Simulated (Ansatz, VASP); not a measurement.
# Two plane-wave programs on B

```
B
1.0
     1.88804    0.00000    0.00000
     0.00000    1.88804    0.00000
     0.00000    0.00000    1.88804
B
1
Direct
  0.00000 0.00000 0.00000
```

Alike in both runs: task single point; functional LDA; k mesh 19 × 19 × 19; occupations fermi-dirac, width 0.1 eV; no spin polarisation.

|  | VASP | Ansatz |
| --- | --- | --- |
| version | VASP 6.6.1 | Ansatz 0.2.0 |
| potentials or method | VASP PAW LDA potentials, release 64 (B) | plane waves (420 eV) with PAW, scalar-relativistic |
| plane-wave cutoff (eV) | 520 | 420 |
| valence electrons in the cell | 3 | 3 |

Ansatz gave:

* pressure (GPa): -9.0

Estimate VASP's values.

pressure (GPa): -8.7.

Ansatz warned: «pseudo_functional_mismatch».
